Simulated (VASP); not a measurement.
# CoSi (Pm-3m) in VASP: further runs

One crystal, CoSi, is run at these levels: PBEsol; tasks: single point.

Program: VASP 6.6.1. These are calculated values, not measurements. Logs are shortened: lines on timing, memory, paths and dates and some standing lists are left out, and cuts for length are marked.

### Step 1. The crystal as given

The structure is cubic, space group Pm-3m (No. 221). The conventional cell has a = 2.781 Å, b = 2.781 Å, c = 2.781 Å, α = 90.00°, β = 90.00°, γ = 90.00°. Co (site symmetry m-3m) has 8 Si at 2.41 Å as nearest neighbours. Si (site symmetry m-3m) has 8 Co at 2.41 Å as nearest neighbours.

Measurements of this composition are mostly on another form, of space group No. 198.

### Step 2. Single point, PBEsol, collinear spin, ferromagnetic start

File INCAR:

```
ADDGRID = False
ALGO = Normal
EDIFF = 1E-7
ENCUT = 550
GGA = PS
ISIF = 2
ISMEAR = 1
ISPIN = 2
LASPH = True
LCHARG = False
LMAXMIX = 4
LORBIT = 11
LREAL = False
LWAVE = False
MAGMOM = 2 0
NELM = 100
PREC = Accurate
SIGMA = 0.15
```

File KPOINTS:

```
k-points
0
Gamma
  10 10 10
```

File POSCAR:

```
CoSi
1.0
    2.7813340000      0.0000000000      0.0000000000
    0.0000000000      2.7813340000      0.0000000000
    0.0000000000      0.0000000000      2.7813340000
Co Si
1 1
Direct
    0.0000000000      0.0000000000      0.0000000000
    0.5000000000      0.5000000000      0.5000000000
```

Potentials or basis: VASP PAW PBE potentials, release 64 (Co, Si).

Launch:

```sh
$ cat potpaw_PBE.64/Co/POTCAR potpaw_PBE.64/Si/POTCAR > POTCAR
$ mpirun -np 1 vasp_std > vasp.out
```

OUTCAR:

```text
EDIFF = 1E-7
   ENCUT = 550
   GGA = PS
   ISIF = 2
   ISMEAR = 1
   ISPIN = 2
   LASPH = True
   LORBIT = 11
   LREAL = False
   NELM = 100
   PREC = Accurate

 Found     56 irreducible k-points:

 Following reciprocal coordinates:
            Coordinates               Weight
  0.000000  0.000000  0.000000      1.000000
  0.100000  0.000000  0.000000      6.000000
  0.200000  0.000000  0.000000      6.000000
  0.300000  0.000000  0.000000      6.000000
  0.400000  0.000000  0.000000      6.000000
  0.500000  0.000000  0.000000      3.000000
   k-points           NKPTS =     56   k-points in BZ     NKDIM =     56   number of bands    NBANDS=     11
   number of dos      NEDOS =    301   number of ions     NIONS =      2
   total plane-waves  NPLWV =  13824
   dimension x,y,z NGX =    24 NGY =   24 NGZ =   24
   dimension x,y,z NGXF=    48 NGYF=   48 NGZF=   48
   ions per type =               1   1
   NGX,Y,Z   is equivalent  to a cutoff of  14.35, 14.35, 14.35 a.u.
   NGXF,Y,Z  is equivalent  to a cutoff of  28.69, 28.69, 28.69 a.u.
 SYSTEM =  unknown system
   PREC   = accura    normal or accurate (medium, high low for compatibility)
   ISTART =      0    job   : 0-new  1-cont  2-samecut
   ICHARG =      2    charge: 1-file 2-atom 10-const
   ISPIN  =      2    spin polarized calculation?
   LNONCOLLINEAR =      F non collinear calculations
   LSORBIT =      F    spin-orbit coupling
   LASPH  =      T    aspherical Exc in radial PAW
   ENCUT  =  550.0 eV  40.42 Ry    6.36 a.u.   5.32  5.32  5.32*2*pi/ulx,y,z
   NELM   =    100;   NELMIN=  2; NELMDL= -5     # of ELM steps
   EDIFF  = 0.1E-06   stopping-criterion for ELM
   LREAL  =      F    real-space projection
   EDIFFG = 0.1E-05   stopping-criterion for IOM
   NSW    =      0    number of steps for IOM
   IBRION =     -1    ionic relax: 0-MD 1-quasi-New 2-CG
   NFREE  =      0    steps in history (QN), initial steepest desc. (CG)
   ISIF   =      2    stress and relaxation
   ISYM   =      2    0-nonsym 1-usesym 2-fastsym
   POTIM  = 0.5000    time-step for ionic-motion
   TEBEG  =    0.0;   TEEND  =   0.0 temperature during run
   PSTRESS=    0.0 pullay stress
   NELECT =      13.0000    total number of electrons
   NUPDOWN=      -1.0000    fix difference up-down
   EMIN   =  10.00;   EMAX   =-10.00  energy-range for DOS
   EFERMI =   0.00;   METHOD = LEGACY
   ISMEAR =     1;   SIGMA  =   0.15  broadening in eV -4-tet -1-fermi 0-gaus
   EFERMI_NEDOS =   21; number of points for ismear=-14 and -15
   IALGO  =     38    algorithm
   IMIX   =      4    mixing-type and parameters
     AMIX     =   0.40;   BMIX     =  1.00
     AMIX_MAG =   1.60;   BMIX_MAG =  1.00
  volume/ion in A,a.u.               =      10.76        72.60
  Fermi-wavevector in a.u.,A,eV,Ry     =   1.384000  2.615381 26.061367  1.915456
  Thomas-Fermi vector in A             =   2.508545
   LORBIT       =     11    0 simple, 1 ext, 2 COOP (PROOUT), +10 PAW based schemes
   GGA     = PS    functional components
   LHFCALC =     F    Hartree Fock is set to
   AEXX    =    0.0000 exact exchange contribution
   IVDW    =     0    specifies the selected vdW correction
   LEPSILON=     F    determine dielectric tensor
   LRPA    =     F    only Hartree local field effects (RPA)
 spin polarized calculation
 Methfessel and Paxton  Order N= 1 SIGMA  =   0.15
  energy-cutoff  :      550.00
  volume of cell :       21.52
 maximum number of plane-waves:       655
 NGX is ok and might be reduce to    24
   NGX = 11   NGY = 11   NGZ = 11

 number of electron      13.0000003 magnetization       0.5335686

 Free energy of the ion-electron system (eV)
  ---------------------------------------------------
  ext. energy  EPLUGINS =         0.00000000
  ---------------------------------------------------
  free energy    TOTEN  =       -14.53824432 eV

  energy without entropy =      -14.53538829  energy(sigma->0) =      -14.53729231

 E-fermi :  12.7420     XC(G=0): -13.0470

 val. band max:       12.7396666446   @ k =   0.5000   0.2000   0.0000
 cond. band min:      12.7428685095   @ k =   0.4000   0.0000   0.0000
 fundamental gap:      0.0032018649
 Fermi energy:        12.7419949340

 spin component 1

 k-point     1 :       0.0000    0.0000    0.0000
  band No.  band energies     occupation
      1      -1.5255      1.00000
      2       8.6073      1.00000
      3       8.6073      1.00000
      4      11.1645      1.00000
      5      11.1645      1.00000
      6      11.1645      1.00000
      7      15.7110     -0.00000
      8      15.7110     -0.00000
      9      15.7110     -0.00000
     10      20.1909      0.00000
     11      20.1909      0.00000

 k-point     2 :       0.1000    0.0000    0.0000
  band No.  band energies     occupation
      1      -1.3330      1.00000
      2       8.5066      1.00000
      3       8.6708      1.00000
      4      11.0007      1.00000
      5      11.0007      1.00000
      6      11.1785      1.00000
      7      14.5584     -0.00000
      8      16.0399      0.00000
      9      16.0399      0.00000
     10      20.1306      0.00000
     11      21.2343      0.00000

 k-point     3 :       0.2000    0.0000    0.0000
  band No.  band energies     occupation
      1      -0.7624      1.00000
      2       7.9948      1.00000
      3       8.8430      1.00000
      4      10.6350      1.00000
      5      10.6350      1.00000
      6      11.2155      1.00000
      7      12.9478     -0.03275
      8      16.9070      0.00000
      9      16.9070      0.00000
     10      19.9596      0.00000
     11      22.5030      0.00000

 k-point     4 :       0.3000    0.0000    0.0000
  band No.  band energies     occupation
      1       0.1627      1.00000
      2       6.7410      1.00000
      3       9.0690      1.00000
      4      10.2635      1.00000
      5      10.2635      1.00000
      6      11.2617      1.00000
      7      12.1582      1.00000
      8      18.1298      0.00000
      9      18.1298      0.00000
     10      19.7185      0.00000
     11      23.4110      0.00000

 k-point     5 :       0.4000    0.0000    0.0000
  band No.  band energies     occupation
      1       1.3773      1.00000
      2       5.0578      1.00000
      3       9.2643      1.00000
      4      10.0047      1.00000
      5      10.0047      1.00000
      6      11.2995      1.00000
      7      12.0131      1.00000
      8      19.4963      0.00000
      9      19.5876      0.00000
     10      19.5876      0.00000
     11      23.5711      0.00000

 k-point     6 :       0.5000    0.0000    0.0000
  band No.  band energies     occupation
      1       2.3659      1.00000
      2       3.8715      1.00000
      3       9.3422      1.00000
      4       9.9131      1.00000
      5       9.9131      1.00000
      6      11.3140      1.00000
      7      12.0218      1.00000
      8      19.4043      0.00000
      9      20.7870      0.00000
     10      20.7870      0.00000
     11      22.1357      0.00000

 [... further k-points ...]

 spin component 2

 k-point     1 :       0.0000    0.0000    0.0000
  band No.  band energies     occupation
      1      -1.5040      1.00000
      2       9.1473      1.00000
      3       9.1473      1.00000
      4      11.5395      1.00000
      5      11.5395      1.00000
      6      11.5395      1.00000
      7      15.7339     -0.00000
      8      15.7339     -0.00000
      9      15.7339     -0.00000
     10      20.4412      0.00000
     11      20.4412      0.00000

 k-point     2 :       0.1000    0.0000    0.0000
  band No.  band energies     occupation
      1      -1.3115      1.00000
      2       8.9998      1.00000
      3       9.2183      1.00000
      4      11.3611      1.00000
      5      11.3611      1.00000
      6      11.5543      1.00000
      7      14.7010     -0.00000
      8      16.0763      0.00000
      9      16.0763      0.00000
     10      20.3615      0.00000
     11      21.4194      0.00000

 k-point     3 :       0.2000    0.0000    0.0000
  band No.  band energies     occupation
      1      -0.7409      1.00000
      2       8.3268      1.00000
      3       9.4118      1.00000
      4      10.9706      1.00000
      5      10.9706      1.00000
      6      11.5932      1.00000
      7      13.3257     -0.00000
      8      16.9650      0.00000
      9      16.9650      0.00000
     10      20.1355      0.00000
     11      22.6342      0.00000

 k-point     4 :       0.3000    0.0000    0.0000
  band No.  band energies     occupation
      1       0.1843      1.00000
      2       6.8961      1.00000
      3       9.6686      1.00000
      4      10.5812      1.00000
      5      10.5812      1.00000
      6      11.6418      1.00000
      7      12.7698      0.34597
      8      18.2021      0.00000
      9      18.2021      0.00000
     10      19.8177      0.00000
     11      23.5068      0.00000

 k-point     5 :       0.4000    0.0000    0.0000
  band No.  band energies     occupation
      1       1.3986      1.00000
      2       5.1368      1.00000
      3       9.8932      1.00000
      4      10.3126      1.00000
      5      10.3126      1.00000
      6      11.6815      1.00000
      7      12.7429      0.49507
      8      19.5256      0.00000
      9      19.6691      0.00000
     10      19.6691      0.00000
     11      23.6281      0.00000

 k-point     6 :       0.5000    0.0000    0.0000
  band No.  band energies     occupation
      1       2.3803      1.00000
      2       3.9397      1.00000
      3       9.9836      1.00000
      4      10.2181      1.00000
      5      10.2181      1.00000
      6      11.6968      1.00000
      7      12.7855      0.26580
      8      19.4050      0.00000
      9      20.8886      0.00000
     10      20.8886      0.00000
     11      22.1754      0.00000

 [... further k-points ...]

------------------------ aborting loop because EDIFF is reached ----------------------------------------

  FORCE on cell =-STRESS in cart. coord.  units (eV):
  Direction    XX          YY          ZZ          XY          YZ          ZX
  --------------------------------------------------------------------------------------
  -------------------------------------------------------------------------------------
  Total       -0.8517821     -0.8517821     -0.8517821     -0.0000000      0.0000000     -0.0000000
  in kB      -63.4278021    -63.4278021    -63.4278021     -0.0000000      0.0000000     -0.0000000
  external PRESSURE =     -63.4278021 kB  Pullay stress =       0.0000000 kB

 VOLUME and BASIS-vectors are now :
 -----------------------------------------------------------------------------
  energy-cutoff  :      550.00
  volume of cell :       21.52
      direct lattice vectors                 reciprocal lattice vectors
     2.781334000  0.000000000  0.000000000     0.359539703  0.000000000  0.000000000
     0.000000000  2.781334000  0.000000000     0.000000000  0.359539703  0.000000000
     0.000000000  0.000000000  2.781334000     0.000000000  0.000000000  0.359539703

 POSITION                                       TOTAL-FORCE (eV/Angst)
 -----------------------------------------------------------------------------------
      0.00000      0.00000      0.00000         0.000000      0.000000      0.000000
      1.39067      1.39067      1.39067         0.000000      0.000000      0.000000
 -----------------------------------------------------------------------------------
    total drift:                                0.000000      0.000000      0.000000

  FREE ENERGIE OF THE ION-ELECTRON SYSTEM (eV)
  ---------------------------------------------------
  free  energy   TOTEN  =       -14.5382443208 eV

  energy  without entropy=      -14.5353882863  energy(sigma->0) =      -14.53729231

 total charge

# of ion       s       p       d       tot
------------------------------------------
    1        0.441   0.590   7.586   8.617
    2        0.710   0.862   0.000   1.572
--------------------------------------------------
tot          1.151   1.452   7.586  10.189

 magnetization (x)

# of ion       s       p       d       tot
------------------------------------------
    1        0.008   0.002   0.521   0.531
    2        0.002   0.011   0.000   0.012
--------------------------------------------------
tot          0.009   0.013   0.521   0.543
```

Run time: 11 s. Hardware: 1 thread of Intel Xeon 6975P-C (Granite Rapids), shared host; peak memory 0.16 GiB.

The run converged, but some of its settings lie outside the range that counts as converged, so its numbers aren't taken as properties of the crystal.

What came out:

```yaml
Free_energy: -14.5382 eV
Pressure: -6.3 GPa
Band_gap_on_the_k_mesh: none (metal or under the smearing width)
Net_moment: 0.53 μB per cell
Site_moments: Co +0.53; Si +0.01 μB
Valence_electrons_inside_the_program's_atomic_spheres: Co 8.62; Si 1.57
```

Caveat: the PAW data sets were made with another functional, which shifts forces and pressure a little.

(Continued in part 2 of 2.)
